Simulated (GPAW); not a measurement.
Crystal: CuAu.

```xyz
2
Lattice="2.8107 0.0000 0.0000 0.0000 2.8107 0.0000 0.0000 0.0000 3.6850" Properties=species:S:1:pos:R:3 pbc="T T T"
Au    0.0000    0.0000    0.0000
Cu    1.4054    1.4054    1.8425
```

* Program: GPAW 26.7.0
* Task: relaxation of cell and atoms
* Functional: PBEsol
* Potentials or basis: PAW data sets generated in the run's folder for this functional
* Cutoff: 600 eV
* Basis: pw
* k mesh: 8 × 8 × 6
* Occupations: fermi-dirac, width 0.05 eV
* Spin: no spin polarisation

At the start: pressure -0.9 GPa; volume 14.56 Å³/atom.

Task: How do energy, volume and symmetry change on relaxing?

Result: Over 12 steps the energy falls by 12.0 meV/atom and the volume is 14.38 Å³/atom (-1.2 %); space group P4/mmm (No. 123, to 0.05 Å).

Step by step:
| step | energy change (eV) | largest force (eV/Å) | pressure (GPa) | volume (Å³) |
| --- | --- | --- | --- | --- |
| 1 | 0.0000 | 0.0000 | -0.95 | 29.11 |
| 2 | -0.0008 | 0.0000 | -0.65 | 29.06 |
| 3 | -0.0041 | 0.0000 | 1.39 | 28.70 |
| 4 | -0.0051 | 0.0000 | 1.52 | 28.68 |
| 5 | -0.0092 | 0.0000 | 0.94 | 28.76 |
| 6 | -0.0100 | 0.0000 | 0.19 | 28.87 |
| 7 | -0.0101 | 0.0000 | -0.19 | 28.92 |
| 8 | -0.0164 | 0.0000 | -3.49 | 29.41 |
| 9 | 0.0282 | 0.0000 | -4.50 | 29.74 |
| 10 | -0.0191 | 0.0000 | -2.94 | 29.30 |
| 11 | -0.0208 | 0.0000 | -2.34 | 29.19 |
| 12 | -0.0239 | 0.0000 | 0.07 | 28.76 |

Final structure:
```
CELL_PARAMETERS angstrom
3.04333 0.00000 0.00000
0.00000 3.04333 0.00000
0.00000 0.00000 3.10476
ATOMIC_POSITIONS crystal
Au 0.00000 0.00000 0.00000
Cu 0.50000 0.50000 0.50000
```

Caveat: with these Cu and Au data sets, volumes or pressures lay over 1.5 % or 2 GPa off other programs in two to four cells of ten; later steps reuse the first step's grids.
